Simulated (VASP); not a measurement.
# Zr: relaxation of cell and atoms with PBE

Zr:

```xyz
2
Lattice="3.2340 0.0000 0.0000 -1.6170 2.8007 0.0000 0.0000 0.0000 5.1670" Properties=species:S:1:pos:R:3 pbc="T T T"
Zr    0.0000    1.8672    1.2917
Zr    1.6170    0.9336    3.8752
```

* Program: VASP 6.6.1
* Task: relaxation of cell and atoms
* Functional: PBE
* Potentials or basis: VASP PAW PBE potentials, release 64 (Zr_sv)
* Cutoff: 520 eV
* k mesh: 15 × 15 × 9
* Occupations: gaussian, width 0.1 eV
* Spin: no spin polarisation
* Further INCAR settings: ALGO = Normal; EDIFF = 1e-07; IBRION = 2; POTIM = 0.3; EDIFFG = -0.005; NSW = 60; ISIF = 3

```json
{"Relaxed volume": "23.39 Å³/atom", "Relaxed cell": "a = 3.233 Å, b = 3.233 Å, c = 5.168 Å, α = 90.00°, β = 90.00°, γ = 120.00°", "Space group after relaxing (to 0.05 Å)": "P6_3/mmc (No. 194)", "Energy gained by relaxing": "0.0 meV/atom", "Ionic steps": "2", "Pressure after relaxing": "0.0 GPa", "Band gap on the k mesh": "none (metal or under the smearing width)"}
```

Final structure:
```
Zr
1.0
     3.23343    0.00000    0.00000
    -1.61671    2.80023    0.00000
     0.00000    0.00000    5.16769
Zr
2
Direct
  0.33333 0.66667 0.25000
  0.66667 0.33333 0.75000
```

Levels at points of the mesh, in eV from the Fermi level:
| k point | band 9 | band 10 | band 11 | band 12 | band 13 | band 14 | band 15 | band 16 |
| --- | --- | --- | --- | --- | --- | --- | --- | --- |
| (0.00, 0.00, 0.00) | -5.66 | -3.03 | 0.86 | 0.86 | 0.97 | 1.11 | 1.54 | 1.54 |

Wall time 38 s on 1 thread of Intel(R) Xeon(R) 6975P-C (Granite Rapids) (shared host), peak memory 0.22 GiB.
